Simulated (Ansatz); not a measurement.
Input for Ansatz (plane-wave DFT, PAW):

```yaml
crystal:
  lattice:
    - [5.216684, -5.774971, 0.000194]
    - [4.693231, -0.523647, 5.868521]
    - [0.502907, -5.272259, 5.889262]
  atoms:
    - { symbol: Al, position: [0.9791958553, 0.5933059072, 0.9782991504] }
    - { symbol: Al, position: [0.0362988702, 0.5401782309, 0.4388980908] }
    - { symbol: Al, position: [0.9815034149, 0.0052485074, 0.9986389623] }
    - { symbol: Al, position: [0.5365624364, 0.4332207635, 0.0250554605] }
    - { symbol: Al, position: [0.5075798465, 0.515938601, 0.4968810133] }
    - { symbol: Al, position: [0.4995000901, 0.9580235756, 0.4987033988] }
    - { symbol: P, position: [0.5093165589, 0.1846587906, 0.9466926145] }
    - { symbol: P, position: [0.3873941534, 0.3536202686, 0.4141143404] }
    - { symbol: P, position: [0.2623208038, 0.7301902843, 0.8902686373] }
    - { symbol: P, position: [0.3352076708, 0.9318871904, 0.3414653945] }
    - { symbol: P, position: [0.8981196998, 0.4373904302, 0.8500347295] }
    - { symbol: P, position: [0.8689472799, 0.3816219161, 0.4025741885] }
    - { symbol: P, position: [0.8237705817, 0.0107537349, 0.811076442] }
    - { symbol: P, position: [0.8686359864, 0.9293697359, 0.3852373106] }
basis:
  ecutwfc: 420
kpoints:
  mp_grid: { grid: [5, 5, 5] }
hamiltonian:
  xc: pbe
scf:
  occupations: { method: gaussian, width: 0.1 }
  n_extra_bands: 8
output:
  forces: true
  stress: true
  eigenvalues: true
  populations: true
  dos:
    method: { smearing: { sigma: 0.1, scheme: gaussian } }
    projected: true
    de: 0.02
  write_density: true
  write_potential: true
  elf: true
  volumetric_format: npy
```

Command:
```bash
ansatz run input.yaml --threads 4 --pin off --max-ram 9216MiB --backend cpu --events-out ev --progress --plain --runs-dir out
```

Level of theory: DFT PBE, scalar-relativistic, plane waves, PAW (Ansatz 0.2.0).

Part of what the program printed, abridged (iterations and final results):

```
SCF iter   1: F=—  HF=-9272.866335 eV  |F-HF|=—  |Δ(HF+E_count)|=         —  Δρ=2.89e-3  dr2=5.56e-2  ethr=1.77e-3  ⟨swp⟩=10.3  Hψ=14556  notcnv=0
SCF iter   2: F=—  HF=-9272.859906 eV  |F-HF|=—  |Δ(HF+E_count)|=   6.43e-3  Δρ=1.71e-3  dr2=2.27e-2  ethr=9.59e-5  ⟨swp⟩=2.1  Hψ=3625  notcnv=0  defer=7
SCF iter   3: F=—  HF=-9272.856047 eV  |F-HF|=—  |Δ(HF+E_count)|=   3.86e-3  Δρ=3.86e-4  dr2=1.13e-3  ethr=3.91e-5  ⟨swp⟩=2.3  Hψ=3617  notcnv=0  defer=7
SCF iter   4: F=—  HF=-9272.856069 eV  |F-HF|=—  |Δ(HF+E_count)|=   2.24e-5  Δρ=1.56e-4  dr2=3.19e-4  ethr=1.94e-6  ⟨swp⟩=2.3  Hψ=3587  notcnv=0  defer=7
SCF iter   5: F=—  HF=-9272.856124 eV  |F-HF|=—  |Δ(HF+E_count)|=   5.45e-5  Δρ=6.61e-5  dr2=4.52e-5  ethr=5.51e-7  ⟨swp⟩=2.6  Hψ=3886  notcnv=0  defer=7
SCF iter   6: F=—  HF=-9272.856148 eV  |F-HF|=—  |Δ(HF+E_count)|=   2.41e-5  Δρ=2.71e-5  dr2=7.62e-6  ethr=7.80e-8  ⟨swp⟩=2.1  Hψ=3508  notcnv=0  defer=9
SCF iter   7: F=—  HF=-9272.856151 eV  |F-HF|=—  |Δ(HF+E_count)|=   3.14e-6  Δρ=9.57e-6  dr2=8.49e-7  ethr=1.31e-8  ⟨swp⟩=2.0  Hψ=3544  notcnv=0  defer=9
SCF iter   8: F=-9272.856151 eV  HF=-9272.856151 eV  |F-HF|=3.50e-9  |Δ(HF+E_count)|=   3.35e-7  Δρ=3.35e-6  dr2=9.07e-8  ethr=1.72e-10  ⟨swp⟩=18.4  Hψ=23737  notcnv=0
SCF 1 converged in 8 iterations: F = -9272.856151 eV  dr2 = 9.07e-8
SCF converged after 8 iterations
Free energy (F): -9272.856151 eV
Harris-Foulkes:  -9272.856151 eV  (|F-HF|=3.50e-9)
Internal energy: -9272.838390 eV  (E = F + TS)
E sigma→0 (E₀):  -9272.847271 eV
Entropy (-TS):   -0.017761 eV (-1.269 meV/atom)
Fermi energy:    5.919839 eV
--- Per-component energies (eV) ---
  E_band       = 29.546779
  E_kinetic    = 695.533851
  E_local      = -696.973413  (includes V_loc(G=0)·N_el)
  E_nonlocal   = 333.948450
  E_hartree    = 217.875706
  E_xc         = -727.681789
  E_vxc        = -656.169740  (∫ρ·V_xc dr)
  E_paw        = -7359.190350  (= ΣΔE_a)
  E_vpaw       = -82.541531  (= ΣTr[D̂ρ^β])
  E_aug_tail   = 0.000012  (compensation charges beyond the density's cutoff)
  E_ewald      = -1736.350858
  E_smearing   = -0.017761  (= −TS)
--- Forces (eV/Å), atoms counted from 1 ---
  atom   1  Al     0.00923927     0.01702337    -0.25309238
  atom   2  Al     0.00348268    -0.08722621     0.20704683
  atom   3  Al     0.14942959    -0.01383879     0.22527247
  atom   4  Al     0.10104631    -0.03056810    -0.06895517
  atom   5  Al    -0.12526154    -0.02425866    -0.02371883
  atom   6  Al     0.07584384    -0.10340401    -0.03044806
  atom   7  P      0.00103018     0.04651828    -0.04925273
  atom   8  P     -0.01259300     0.00047544     0.09266895
  atom   9  P     -0.03017715     0.04855801     0.06667226
  atom  10  P      0.06458021     0.00721363    -0.05444293
  atom  11  P      0.02427183    -0.13434898    -0.18759291
  atom  12  P     -0.11213278    -0.19677818     0.06671340
  atom  13  P      0.06646076     0.22165639     0.14802817
  atom  14  P     -0.21522893     0.24892783    -0.13890328
--- Stress (GPa, compression-positive) ---
        0.754775       0.658041       0.309031
        0.658040       0.828285      -0.176817
        0.309033      -0.176811      -0.488773
  P = ⅓ Tr σ = 0.3648 GPa (3.648 kbar)
--- Band table (eV; the first three rows and the last of 63) ---
  k-point 0: bands = ["-7.3871", "-5.7157", "-5.3284", "-4.8986", "-4.4713", "-4.0345", "-3.6716", "-2.7993", "-1.0042", "-0.7639", "-0.6736", "0.1067", "0.6194", "0.8917", "1.2659", "1.9981", "2.6025", "2.8670", "3.1151", "3.2185", "3.5375", "3.8673", "3.9456", "4.2619", "4.6178", "4.7685", "4.9729", "5.4236", "6.5390", "7.0142", "7.1007", "7.1573", "7.3215", "7.6247", "7.7231", "7.9768", "8.1318"]
  k-point 1: bands = ["-7.2849", "-5.8248", "-5.2266", "-4.8724", "-4.6752", "-4.1240", "-3.8289", "-2.9221", "-0.8588", "-0.6029", "-0.1065", "0.3578", "0.5778", "1.1086", "1.5055", "1.8133", "2.4981", "2.6712", "2.8184", "3.1745", "3.3821", "3.7337", "3.8925", "4.1596", "4.7074", "4.8188", "4.9670", "5.4365", "5.9177", "6.6373", "6.9671", "7.2131", "7.4200", "7.5361", "7.6930", "8.0084", "8.2586"]
  k-point 2: bands = ["-7.0750", "-5.9064", "-5.3996", "-4.9750", "-4.6424", "-4.3206", "-3.9291", "-3.0641", "-0.5165", "-0.2573", "0.1214", "0.5459", "1.1193", "1.3611", "1.5576", "1.9350", "2.4859", "2.6383", "2.8087", "3.1018", "3.2397", "3.6445", "3.8206", "4.0185", "4.1645", "4.3920", "4.7493", "4.8718", "5.4250", "5.7305", "6.4945", "7.3567", "7.5344", "7.7723", "8.0075", "8.2550", "8.5170"]
  k-point 62: bands = ["-7.1587", "-6.1185", "-5.5747", "-4.7927", "-4.4297", "-4.0952", "-3.6693", "-2.5867", "-0.8194", "-0.3027", "0.1658", "0.4282", "0.6982", "0.8600", "1.5205", "1.7040", "2.1079", "2.4307", "2.6970", "2.8284", "2.9426", "3.1464", "3.5852", "3.8262", "4.0268", "4.4339", "4.5368", "5.4394", "6.7455", "7.1148", "7.3449", "7.7322", "7.9449", "8.1256", "8.2784", "8.7195", "8.8863"]
--- Löwdin populations: 14 sites ---
  site symbol q [e]
     0     Al      2.6577
     1     Al      2.6097
     2     Al      2.6262
     3     Al      2.6287
     4     Al      2.6535
     5     Al      2.6753
     6      P      4.9764
     7      P      5.3247
     8      P      5.2927
     9      P      5.1944
    10      P      5.2143
    11      P      5.2046
    12      P      5.0307
    13      P      5.2449
  spilling = 0.011488 (of n_electrons = 58.000000)
```

The calculation finished and met its thresholds.

The run took 24 s on 4 threads of Intel(R) Xeon(R) Platinum 8259CL CPU @ 2.50GHz (Skylake/Cascade Lake), on a shared host, peak memory 0.93 GiB.